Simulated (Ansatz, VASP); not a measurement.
# ZrS in VASP and in Ansatz

Contents of INCAR:

```
PREC     = Accurate       # precision mode
ENCUT    = 520            # plane-wave cutoff, eV
EDIFF    = 1E-8           # SCF threshold, eV
ISMEAR   = -1             # smearing method
SIGMA    = 0.05           # smearing width, eV
LREAL    = False          # projectors in reciprocal space
LASPH    = True           # aspherical terms in the spheres
NELM     = 80             # most SCF steps
ALGO     = Normal         # electronic algorithm
ISIF     = 2              # what is computed and relaxed
LWAVE    = False          # write WAVECAR
LCHARG   = False          # write CHGCAR
LEFG     = True         
NBANDS   = 16             # bands
```

File KPOINTS:

```
Automatic mesh
0
Gamma
  11 11 11
```

Contents of POSCAR:

```
ZrS
1.0
    0.0000000000      2.6235080000      2.6235080000
    2.6235080000      0.0000000000      2.6235080000
    2.6235080000      2.6235080000      0.0000000000
Zr S
1 1
Direct
    0.0000000000      0.0000000000      0.0000000000
    0.5000000000      0.5000000000      0.5000000000
```

Input for Ansatz:

```yaml
crystal:
  lattice:
    - [0.0, 2.623508, 2.623508]
    - [2.623508, 0.0, 2.623508]
    - [2.623508, 2.623508, 0.0]
  atoms:
    - { symbol: Zr, position: [0.0, 0.0, 0.0] }
    - { symbol: S, position: [0.5, 0.5, 0.5] }
kpoints:
  mp_grid: { grid: [11, 11, 11] }
  band_path:
    path:
      - [0.0, 0.0, 0.0]
      - [0.5, 0.0, 0.5]
      - [0.625, 0.25, 0.625]
      - [0.375, 0.375, 0.75]
      - [0.0, 0.0, 0.0]
      - [0.5, 0.5, 0.5]
      - [0.5, 0.25, 0.75]
      - [0.5, 0.0, 0.5]
    npoints: 5
scf:
  occupations: { method: fermi_dirac, width: 0.05 }
hamiltonian:
  xc: lda
  pseudopotentials: { kind: paw }
output:
  forces: true
  stress: true
  eigenvalues: true
  efg: { contact_densities: true }
```

Alike in both runs: task electric field gradients; functional LDA; k mesh 11 × 11 × 11; occupations fermi-dirac, width 0.05 eV; no spin polarisation.

|  | VASP | Ansatz |
| --- | --- | --- |
| version | VASP 6.6.1 | Ansatz 0.2.0 |
| potentials or method | VASP PAW LDA potentials, release 64 (Zr_sv, S) | PAW with Ansatz's default frozen-core files, scalar-relativistic |
| plane-wave cutoff (eV) | 520 | 420 |
| valence electrons in the cell | 18 | 18 |

|  | VASP | Ansatz | Ansatz less VASP |
| --- | --- | --- | --- |
| pressure (GPa) | -8.6 | -8.8 | -0.22 |
| Vzz of the field gradient on the site that differs most (V/Å²) | 0.0 | 0.0 | 0.00 |

Ansatz warned: «gradients_without_spin_orbit».
